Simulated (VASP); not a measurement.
# W (Im-3m) in VASP: density of states with r2SCAN

Aim: the density of states of W with r2SCAN.

All numbers are computed with VASP 6.6.1; they aren't measurements. Logs are shortened: lines on timing, memory, paths and dates and some standing lists are left out, and cuts for length are marked.

## (1) Starting point

It takes space group Im-3m (No. 229, cubic). The conventional cell has a = 3.173 Å, b = 3.173 Å, c = 3.173 Å, α = 90.00°, β = 90.00°, γ = 90.00°. Around W (site symmetry m-3m) lie 8 W at 2.75 Å.

## (2) Density of states, r2SCAN

INCAR

```
SYSTEM = W
  PREC = Accurate
  ENCUT = 520
  EDIFF = 1E-7
  ISMEAR = -5
  SIGMA = 0.1
  LREAL = .False.
  LASPH = .True.
  NELM = 60
  ALGO = Normal
  ISIF = 2
  LWAVE = .False.
  LCHARG = .False.
  LMAXMIX = 4
  METAGGA = R2SCAN
  LMIXTAU = .True.
  LORBIT = 11
  NBANDS = 13
  NEDOS = 1001
```

KPOINTS

```
regular mesh
0
Gamma
  18 18 18
  0 0 0
```

POSCAR

```
W                                       
1.0
   -1.5862724354      1.5862724354      1.5862724354
    1.5862724354     -1.5862724354      1.5862724354
    1.5862724354      1.5862724354     -1.5862724354
  W             
     1
Direct
     0.0000000000000000    0.0000000000000000    0.0000000000000000
```

Potentials or basis: VASP PAW PBE potentials, release 64 (W_sv).

Run with:

```console
$ cat potpaw_PBE.64/W_sv/POTCAR > POTCAR
$ mpirun -np 1 vasp_std > vasp.out
```

OUTCAR:

```text
SYSTEM = W
   PREC = Accurate
   ENCUT = 520
   EDIFF = 1E-7
   ISMEAR = -5
   LREAL = .False.
   LASPH = .True.
   NELM = 60
   ISIF = 2
   METAGGA = R2SCAN
   LORBIT = 11

 ion  position               nearest neighbor table
   1  0.000  0.000  0.000-

  LATTYP: Found a body centered cubic cell.
 ALAT       =     3.1725448708

  Lattice vectors:

 A1 = (  -1.5862724354,   1.5862724354,   1.5862724354)
 A2 = (   1.5862724354,  -1.5862724354,   1.5862724354)
 A3 = (   1.5862724354,   1.5862724354,  -1.5862724354)

Analysis of symmetry for initial positions (statically):
=====================================================================
 Subroutine PRICEL returns:
 Original cell was already a primitive cell.

 Routine SETGRP: Setting up the symmetry group for a
 body centered cubic supercell.

 Subroutine GETGRP returns: Found 48 space group operations
 (whereof 48 operations were pure point group operations)
 out of a pool of 48 trial point group operations.

The static configuration has the point symmetry O_h .

Analysis of symmetry for dynamics (positions and initial velocities):
=====================================================================
 Subroutine PRICEL returns:
 Original cell was already a primitive cell.

 Routine SETGRP: Setting up the symmetry group for a
 body centered cubic supercell.

 Subroutine GETGRP returns: Found 48 space group operations
 (whereof 48 operations were pure point group operations)
 out of a pool of 48 trial point group operations.

The dynamic configuration has the point symmetry O_h .

 Subroutine INISYM returns: Found 48 space group operations
 (whereof 48 operations are pure point group operations),
 and found     1 'primitive' translations

----------------------------------------------------------------------------------------

                                     Primitive cell

  volume of cell :      15.9659

  direct lattice vectors                    reciprocal lattice vectors
    -1.586272435  1.586272435  1.586272435     0.000000000  0.315204368  0.315204368
     1.586272435 -1.586272435  1.586272435     0.315204368  0.000000000  0.315204368
     1.586272435  1.586272435 -1.586272435     0.315204368  0.315204368  0.000000000

  length of vectors
     2.747504453  2.747504453  2.747504453     0.445766292  0.445766292  0.445766292

  position of ions in fractional coordinates (direct lattice)
     0.000000000  0.000000000  0.000000000

  ion indices of the primitive-cell ions
   primitive index   ion index
                 1           1

----------------------------------------------------------------------------------------

 KPOINTS: regular mesh

Automatic generation of k-mesh.
 Grid dimensions read from file:
 generate k-points for:   18   18   18

 Generating k-lattice:

  Cartesian coordinates                     Fractional coordinates (reciprocal lattice)
     0.000000000  0.017511354  0.017511354     0.055555556  0.000000000  0.000000000
     0.017511354  0.000000000  0.017511354     0.000000000  0.055555556  0.000000000
     0.017511354  0.017511354  0.000000000     0.000000000  0.000000000  0.055555556

  Length of vectors
     0.024764794  0.024764794  0.024764794

  Shift w.r.t. Gamma in fractional coordinates (k-lattice)
     0.000000000  0.000000000  0.000000000

 TETIRR: Found   6794 inequivalent tetrahedra from    34992

 Subroutine IBZKPT returns following result:
 ===========================================

 Found    195 irreducible k-points:

 Following reciprocal coordinates:
            Coordinates               Weight
  0.000000  0.000000  0.000000      1.000000
  0.055556  0.000000  0.000000     12.000000
  0.111111  0.000000  0.000000     12.000000
  0.166667  0.000000  0.000000     12.000000
  0.222222  0.000000  0.000000     12.000000
  0.277778  0.000000  0.000000     12.000000
[... 16 lines left out ...]
  0.333333  0.111111  0.000000     48.000000
  0.388889  0.111111 -0.000000     48.000000
 [... further k-points ...]
   k-points           NKPTS =    195   k-points in BZ     NKDIM =    195   number of bands    NBANDS=     13
   number of dos      NEDOS =   1001   number of ions     NIONS =      1
   total plane-waves  NPLWV =   8000
   dimension x,y,z NGX =    20 NGY =   20 NGZ =   20
   dimension x,y,z NGXF=    40 NGYF=   40 NGZF=   40
   ions per type =               1
   NGX,Y,Z   is equivalent  to a cutoff of  12.10, 12.10, 12.10 a.u.
   NGXF,Y,Z  is equivalent  to a cutoff of  24.20, 24.20, 24.20 a.u.
 SYSTEM =  W
   PREC   = accura    normal or accurate (medium, high low for compatibility)
   ISTART =      0    job   : 0-new  1-cont  2-samecut
   ICHARG =      2    charge: 1-file 2-atom 10-const
   ISPIN  =      1    spin polarized calculation?
   LNONCOLLINEAR =      F non collinear calculations
   LSORBIT =      F    spin-orbit coupling
   LASPH  =      T    aspherical Exc in radial PAW
   ENCUT  =  520.0 eV  38.22 Ry    6.18 a.u.   5.11  5.11  5.11*2*pi/ulx,y,z
   NELM   =     60;   NELMIN=  2; NELMDL= -5     # of ELM steps
   EDIFF  = 0.1E-06   stopping-criterion for ELM
   LREAL  =      F    real-space projection
   EDIFFG = 0.1E-05   stopping-criterion for IOM
   NSW    =      0    number of steps for IOM
   IBRION =     -1    ionic relax: 0-MD 1-quasi-New 2-CG
   NFREE  =      0    steps in history (QN), initial steepest desc. (CG)
   ISIF   =      2    stress and relaxation
   ISYM   =      2    0-nonsym 1-usesym 2-fastsym
   POTIM  = 0.5000    time-step for ionic-motion
   TEBEG  =    0.0;   TEEND  =   0.0 temperature during run
   PSTRESS=    0.0 pullay stress
   NELECT =      14.0000    total number of electrons
   NUPDOWN=      -1.0000    fix difference up-down
   EMIN   =  10.00;   EMAX   =-10.00  energy-range for DOS
   EFERMI =   0.00;   METHOD = LEGACY
   ISMEAR =    -5;   SIGMA  =   0.10  broadening in eV -4-tet -1-fermi 0-gaus
   EFERMI_NEDOS =   21; number of points for ismear=-14 and -15
   IALGO  =     38    algorithm
   IMIX   =      4    mixing-type and parameters
     AMIX     =   0.40;   BMIX     =  1.00
     AMIX_MAG =   1.60;   BMIX_MAG =  1.00
  volume/ion in A,a.u.               =      15.97       107.74
  Fermi-wavevector in a.u.,A,eV,Ry     =   1.566943  2.961092 33.406506  2.455309
  Thomas-Fermi vector in A             =   2.669196
   LORBIT       =     11    0 simple, 1 ext, 2 COOP (PROOUT), +10 PAW based schemes
   METAGGA = R2SCAN    functional components
   LHFCALC =     F    Hartree Fock is set to
   AEXX    =    0.0000 exact exchange contribution
   IVDW    =     0    specifies the selected vdW correction
   LEPSILON=     F    determine dielectric tensor
   LRPA    =     F    only Hartree local field effects (RPA)
 non-spin polarized calculation
 Fermi weights with tetrahedron method with Bloechl corrections
  energy-cutoff  :      520.00
  volume of cell :       15.97
 maximum number of plane-waves:       444
   NGX = 11   NGY = 11   NGZ = 11

 number of electron      14.0000002 magnetization

 Free energy of the ion-electron system (eV)
  ---------------------------------------------------
  ext. energy  EPLUGINS =         0.00000000
  ---------------------------------------------------
  free energy    TOTEN  =       -51.35272220 eV

  energy without entropy =      -51.35272220  energy(sigma->0) =      -51.35272220

 E-fermi :  11.2033     XC(G=0): -14.9149

 val. band max:       11.3046322041   @ k =   0.4444   0.0556  -0.0000
 cond. band min:      11.1507403448   @ k =  -0.2778   0.3333   0.2222
 fundamental gap:     -0.1538918593
 Fermi energy:        11.2033199335

 k-point     1 :       0.0000    0.0000    0.0000
  band No.  band energies     occupation
      1     -64.9481      2.00000
      2     -27.8176      2.00000
      3     -27.8176      2.00000
      4     -27.8176      2.00000
      5       1.0976      2.00000
      6       9.9120      2.00000
      7       9.9120      2.00000
      8       9.9120      2.00000
      9      13.7288      0.00000
     10      13.7289      0.00000
     11      26.4296      0.00000
     12      26.4296      0.00000
     13      26.4296      0.00000

 k-point     2 :       0.0556    0.0000    0.0000
  band No.  band energies     occupation
      1     -64.9438      2.00000
      2     -27.8614      2.00000
      3     -27.8312      2.00000
      4     -27.8178      2.00000
      5       1.2528      2.00000
      6       9.8163      2.00000
      7       9.8898      2.00000
      8      10.0607      2.00000
      9      13.5727      0.00000
     10      13.7282      0.00000
     11      26.5618      0.00000
     12      26.6941      0.00000
     13      26.8045      0.00000

 k-point     3 :       0.1111    0.0000    0.0000
  band No.  band energies     occupation
      1     -64.9312      2.00000
      2     -27.9862      2.00000
      3     -27.8700      2.00000
      4     -27.8184      2.00000
      5       1.7013      2.00000
      6       9.5521      2.00000
      7       9.7966      2.00000
      8      10.5022      2.04180
      9      13.2349      0.00000
     10      13.7344      0.00000
     11      26.8906      0.00000
     12      27.4630      0.00000
     13      27.7527      0.00000

 k-point     4 :       0.1667    0.0000    0.0000
  band No.  band energies     occupation
      1     -64.9117      2.00000
      2     -28.1737      2.00000
      3     -27.9290      2.00000
      4     -27.8194      2.00000
      5       2.3883      2.00000
      6       9.1752      2.00000
      7       9.5910      2.00000
      8      11.2208      0.80278
      9      12.9757      0.00000
     10      13.7669      0.00000
     11      27.1704      0.00000
     12      28.6738      0.00000
     13      28.7419      0.00000

 k-point     5 :       0.2222    0.0000    0.0000
  band No.  band energies     occupation
      1     -64.8879      2.00000
      2     -28.3978      2.00000
      3     -28.0006      2.00000
      4     -27.8206      2.00000
      5       3.2074      2.00000
      6       8.7509      2.00000
      7       9.3338      2.00000
      8      12.1894     -0.03248
      9      12.9485      0.00000
     10      13.8462      0.00000
     11      26.9733      0.00000
     12      28.8305      0.00000
     13      30.2485      0.00000
[... 257 lines left out ...]
 k-point    22 :       0.2778    0.1111    0.0000
  band No.  band energies     occupation
      1     -64.8320      2.00000
      2     -28.8401      2.00000
      3     -28.1729      2.00000
      4     -27.8799      2.00000
      5       4.9152      2.00000
      6       8.0169      2.00000
      7       9.0820      2.00000
      8      13.0187      0.00000
      9      14.4497      0.00000
     10      15.3642      0.00000
     11      25.0303      0.00000
     12      26.4841      0.00000
     13      31.0741      0.00000

 k-point    23 :       0.3333    0.1111    0.0000
  band No.  band energies     occupation
      1     -64.8135      2.00000
      2     -28.9831      2.00000
      3     -28.2421      2.00000
      4     -27.8825      2.00000
      5       5.1105      2.00000
      6       7.7726      2.00000
      7       9.7325      2.00032
      8      13.3061      0.00000
      9      14.5907      0.00000
     10      16.6865      0.00000
     11      23.7440      0.00000
     12      25.1431      0.00000
     13      29.7214      0.00000

 k-point    24 :       0.3889    0.1111   -0.0000
  band No.  band energies     occupation
      1     -64.8015      2.00000
      2     -29.0749      2.00000
      3     -28.2872      2.00000
      4     -27.8840      2.00000
      5       5.1198      2.00000
      6       7.6230      2.00000
      7      10.4594      2.02467
      8      13.4120      0.00000
      9      14.8015      0.00000
     10      17.7480      0.00000
     11      22.5947      0.00000
     12      24.3454      0.00000
     13      28.6673      0.00000

 [... further k-points ...]

------------------------ aborting loop because EDIFF is reached ----------------------------------------

  FORCE on cell =-STRESS in cart. coord.  units (eV):
  Direction    XX          YY          ZZ          XY          YZ          ZX
  --------------------------------------------------------------------------------------
  -------------------------------------------------------------------------------------
  Total        0.0309712      0.0309712      0.0309712     -0.0000000     -0.0000000      0.0000000
  in kB        3.1079627      3.1079627      3.1079627     -0.0000000     -0.0000000      0.0000000
  external PRESSURE =       3.1079627 kB  Pullay stress =       0.0000000 kB

 VOLUME and BASIS-vectors are now :
 -----------------------------------------------------------------------------
  energy-cutoff  :      520.00
  volume of cell :       15.97
      direct lattice vectors                 reciprocal lattice vectors
    -1.586272435  1.586272435  1.586272435     0.000000000  0.315204368  0.315204368
     1.586272435 -1.586272435  1.586272435     0.315204368  0.000000000  0.315204368
     1.586272435  1.586272435 -1.586272435     0.315204368  0.315204368  0.000000000

 POSITION                                       TOTAL-FORCE (eV/Angst)
 -----------------------------------------------------------------------------------
      0.00000      0.00000      0.00000         0.000000      0.000000      0.000000
 -----------------------------------------------------------------------------------
    total drift:                                0.000000     -0.000000      0.000000

  FREE ENERGIE OF THE ION-ELECTRON SYSTEM (eV)
  ---------------------------------------------------
  free  energy   TOTEN  =       -51.3527221967 eV

  energy  without entropy=      -51.3527221967  energy(sigma->0) =      -51.35272220

 total charge

# of ion       s       p       d       tot
------------------------------------------
    1        2.392   6.355   3.306  12.053
```

Wall time 3.4 min (1 thread of Intel Xeon Platinum 8488C (Sapphire Rapids), shared host); peak memory 0.17 GiB.

What came out:

```yaml
Free_energy: -51.3527 eV
Pressure: 0.3 GPa
Band_gap_on_the_k_mesh: none (metal or under the smearing width)
Valence_electrons_inside_the_program's_atomic_spheres: W 12.05
```

Levels at points of the mesh, in eV from the Fermi level:
```tsv
k point	band 3	band 4	band 5	band 6	band 7	band 8	band 9	band 10	band 11	band 12
(0.00, 0.00, 0.00)	-39.02	-39.02	-10.11	-1.29	-1.29	-1.29	2.53	2.53	15.23	15.23
(0.50, 0.00, 0.00)	-39.45	-39.03	-6.53	-3.73	0.48	2.36	3.40	6.25	11.52	12.04
(0.50, 0.50, 0.50)	-39.96	-39.96	-5.98	-5.98	5.26	5.26	5.26	8.47	8.47	8.47
```

States per cell in windows of 1 eV (zero at the Fermi level; states under -8 eV left out):
```
from (eV)  total  W1_d  W1_p  W1_s
     -8.0   0.15  0.01  0.01  0.05
     -7.0   0.41  0.12  0.02  0.10
     -6.0   0.76  0.34  0.04  0.10
     -5.0   0.77  0.42  0.04  0.05
     -4.0   1.30  0.89  0.07  0.01
     -3.0   1.27  0.79  0.11  0.02
     -2.0   0.91  0.56  0.10  0.01
     -1.0   0.36  0.21  0.05  0.01
      0.0   0.57  0.42  0.02  0.01
      1.0   0.88  0.70  0.02  0.01
      2.0   1.03  0.87  0.02  0.01
      3.0   1.70  1.46  0.04  0.04
      4.0   0.53  0.41  0.04  0.02
      5.0   0.33  0.25  0.03  0.01
      6.0   0.30  0.21  0.04  0.01
      7.0   0.31  0.17  0.05  0.03
```

Caveat: the PAW data sets were made with another functional, which shifts forces and pressure a little; tetrahedron occupations give inexact forces and stress in metals. Spin-orbit coupling is left out, which matters for the levels of W.
